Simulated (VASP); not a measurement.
# Se: restarted molecular dynamics, 2 variants

Se, Cmcm (no. 63), 8 atoms in the cell. PBE, molecular dynamics; PAW potentials Se (PBE set).

| Restart from | Temperature at the end (K) | The same without a restart (K) | Potential energy at the end (eV/atom) | The same without a restart (eV/atom) | Electronic steps in the first step after the restart | Time (s) |
|---|---|---|---|---|---|---|
| CONTCAR with velocities, WAVECAR read | 650.0 | 650.0 | -3.24299 | -3.24299 | 4 | 250 |
| CONTCAR with velocities, no WAVECAR | 650.0 | 650.0 | -3.24299 | -3.24299 | 14 | 200 |

Limits: 180 fs of 8 atoms are too short for converged averages; the cell is only 4.6 Å across, so each atom moves in step with near copies of itself.

## Input of the first row

INCAR.step1:
```
SYSTEM = Se
GGA      = PE             ! functional
PREC     = Normal         ! precision mode
ENCUT    = 210            ! plane-wave cutoff, eV
EDIFF    = 1E-6           ! SCF threshold, eV
NELMIN   = 4            
NELM     = 60             ! most SCF steps
ALGO     = Fast           ! electronic algorithm
LREAL    = Auto         
LASPH    = .True.         ! aspherical terms in the spheres
ISMEAR   = -1             ! smearing method
SIGMA    = 0.05           ! smearing width, eV
ISYM     = 0            
LWAVE    = .True.         ! write WAVECAR
LCHARG   = .False.        ! write CHGCAR
IBRION   = 0              ! ionic algorithm
NSW      = 30             ! ionic steps
POTIM    = 3.0            ! step
TEBEG    = 600          
ISIF     = 2              ! what is computed and relaxed
RANDOM_SEED= 516761 0 0   
MDALGO   = 4            
NHC_NCHAINS= 3            
NHC_PERIOD= 30           
KPAR     = 2             
```

INCAR.step2, as INCAR.step1 but for:
```
- LWAVE = .True.
+ LWAVE = .False.
```

KPOINTS:
```
k-points
0
Gamma
  2 2 3
```

POSCAR.step1:
```
Se
1.0
    5.5770777200      0.0000000000      0.0000000000
    0.0000000000      8.0780055300      0.0000000000
    0.0000000000      0.0000000000      4.6134314000
Se
8
Direct
    0.2500000000      0.4356553200      0.7500000000
    0.7500000000      0.4356553200      0.7500000000
    0.0000000000      0.0643446800      0.2500000000
    0.5000000000      0.0643446800      0.2500000000
    0.0000000000      0.9356553200      0.7500000000
    0.5000000000      0.9356553200      0.7500000000
    0.2500000000      0.5643446800      0.2500000000
    0.7500000000      0.5643446800      0.2500000000
```

Commands (each step's output is kept before the next begins):
```
cat potpaw_PBE.64/Se/POTCAR > POTCAR
cp INCAR.step1 INCAR
cp POSCAR.step1 POSCAR
mpirun -np 2 vasp_std > vasp.out
cp CONTCAR POSCAR
cp INCAR.step2 INCAR
mpirun -np 2 vasp_std > vasp.out
```

Changes of the last row against the first:
```
(step 1)
- LWAVE = True
+ LWAVE = False
```

VASP 6.6.1 took 250 s on 2 cores (Intel Xeon Platinum 8375C @ 2.90GHz (Ice Lake)), a shared host.
